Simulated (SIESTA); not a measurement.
## Hf under changes of volume

One of the cells (21.882 Å³/atom); the others are scaled copies at fixed shape and fractional positions:

```
Hf
1.0
     0.00000    2.22000    2.22000
     2.22000    0.00000    2.22000
     2.22000    2.22000    0.00000
Hf
1
Direct
  0.00000 0.00000 0.00000
```

This isn't the form of Hf at room conditions, which is hcp.

```yaml
Program: SIESTA 5.4.2
Functional: LDA
Potentials_or_basis: PseudoDojo 0.4 standard (LDA files)
Basis: DZP (energy shift 0.003 Ry; two zetas on semicore shells)
Grid_cutoff: 800 Ry
Energy_shift: 0.003 Ry
k_mesh: 10 × 10 × 10
Occupations: fermi-dirac, width 0.05 eV
Spin: no spin polarisation
```

```tsv
volume (Å³/atom)	energy over the lowest point (meV/atom)	pressure (GPa)
20.569	0.91	1.7
21.007	0.00	-1.0
21.444	6.25	-3.6
21.882	19.13	-5.8
22.320	38.01	-7.9
22.757	?	?
23.195	91.64	-11.4
```

Question: What does the run at 22.757 Å³/atom give?

Answer: Energy over the lowest point 62.34 meV/atom; pressure -9.7 GPa.

Worked out: A Birch-Murnaghan fit of order 3 (a polynomial in V^(-2/3)) to the other rows has its minimum at 20.84 Å³/atom with B0 = V·E''(V) = 130 GPa and B' = 3.4. It gives 62.30 meV/atom at 22.757 Å³/atom, against the run's 62.34, and -dE/dV = -9.8 GPa, against -9.7.

Energies are extrapolated to zero smearing.

Caveats: short orbitals over semicore shells can move pressures by several GPa; the basis of atomic orbitals isn't converged, which shifts pressures, moduli and gaps.
